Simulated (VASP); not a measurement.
**KTaO3: band structure with HSE06**

The system is KTaO3.

```
Ta K O
1.0
     3.98830    0.00000    0.00000
     0.00000    3.98830    0.00000
     0.00000    0.00000    3.98830
Ta K O
1 1 3
Cartesian
  0.0000 0.0000 0.0000
  1.9942 1.9942 1.9942
  0.0000 0.0000 1.9942
  0.0000 1.9942 0.0000
  1.9942 0.0000 0.0000
```

```
Program                            : VASP 6.6.1
Task                               : band structure
Functional                         : HSE06
Potentials or basis                : VASP PAW PBE potentials, release 64 (Ta_pv, K_sv, O)
Cutoff                             : 520 eV
k mesh                             : 4 × 4 × 4
Occupations                        : gaussian, width 0.02 eV
Spin                               : no spin polarisation
Ladder                             : gaps
Grid for exact exchange (PRECFOCK) : Fast
Screening parameter                : 0.2 1/A
Further INCAR settings             : ALGO = Normal; EDIFF = 1e-06
```

- Pressure: 0.0 GPa
- Band gap on the k mesh: 3.51 eV, indirect (least direct gap 4.16 eV)
- Band gap along the path: 3.51 eV, indirect (least direct gap 4.16 eV)

Levels at the corners of the path, in eV from the valence-band top:
| point | band 17 | band 18 | band 19 | band 20 | band 21 | band 22 |
| --- | --- | --- | --- | --- | --- | --- |
| Γ | -0.65 | -0.65 | -0.65 | 3.51 | 3.51 | 3.51 |
| X | -1.60 | -0.90 | -0.90 | 3.67 | 6.57 | 6.57 |
| X | -1.60 | -0.90 | -0.90 | 3.67 | 6.57 | 6.57 |
| M | -1.55 | -1.55 | -0.04 | 6.61 | 6.61 | 8.06 |
| M | -1.55 | -1.55 | -0.04 | 6.61 | 6.61 | 8.06 |
| Γ | -0.65 | -0.65 | -0.65 | 3.51 | 3.51 | 3.51 |
| Γ | -0.65 | -0.65 | -0.65 | 3.51 | 3.51 | 3.51 |
| R | 0.00 | 0.00 | 0.00 | 8.21 | 8.21 | 8.21 |
| R | 0.00 | 0.00 | 0.00 | 8.21 | 8.21 | 8.21 |
| X | -1.60 | -0.90 | -0.90 | 3.67 | 6.57 | 6.57 |
| M | -1.55 | -1.55 | -0.04 | 6.61 | 6.61 | 8.06 |
| R | 0.00 | 0.00 | 0.00 | 8.21 | 8.21 | 8.21 |

Run time: 6.6 min on 4 MPI ranks on Intel(R) Xeon(R) 6975P-C (Granite Rapids), on a shared host, peak memory 0.3 GiB a rank.

Caveat: the PAW data sets were made with another functional, which shifts forces and pressure a little; spin-orbit coupling is left out, which moves the levels of the heavy elements.
